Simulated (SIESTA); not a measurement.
Crystal: HfO2.

```
Hf O
1.0
     3.61685    0.00000    0.00000
     1.80843    3.13229    0.00000
     1.80843    1.04410    2.95315
Hf O
1 2
Direct
  0.00000 0.00000 0.00000
  0.75000 0.75000 0.75000
  0.25000 0.25000 0.25000
```

Measurements of this composition are mostly on another form, of space group No. 14.

Base run:

- Program: SIESTA 5.4.2
- Functional: PBE
- Potentials or basis: PseudoDojo 0.4 standard (PBE files)
- Basis: DZP (energy shift 0.003 Ry; two zetas on semicore shells)
- Grid cutoff: 800 Ry
- Energy shift: 0.003 Ry
- k mesh: 9 × 9 × 9
- Occupations: fermi-dirac, width 0.05 eV
- Spin: no spin polarisation

Its results: band gap on the k mesh 3.70 eV, indirect (least direct gap 3.83 eV); pressure 0.2 GPa.

Q: After a change of settings the same cell gave: band gap on the k mesh 3.78 eV, indirect (least direct gap 3.94 eV); pressure 5.7 GPa. Which change was it?
A. functional from PBE to VV10
B. functional from PBE to vdW-DF
C. functional from PBE to vdW-DF-C09
D. functional from PBE to vdW-DF2

A: B.

Caveats: short orbitals over semicore shells can move pressures by several GPa; spin-orbit coupling is left out, which moves the levels of the heavy elements; an odd mesh through Γ misses points on the zone boundary, where band edges often lie; the basis of atomic orbitals isn't converged, which shifts pressures, moduli and gaps; the potentials were made for another functional, which shifts forces and pressure (some runs).
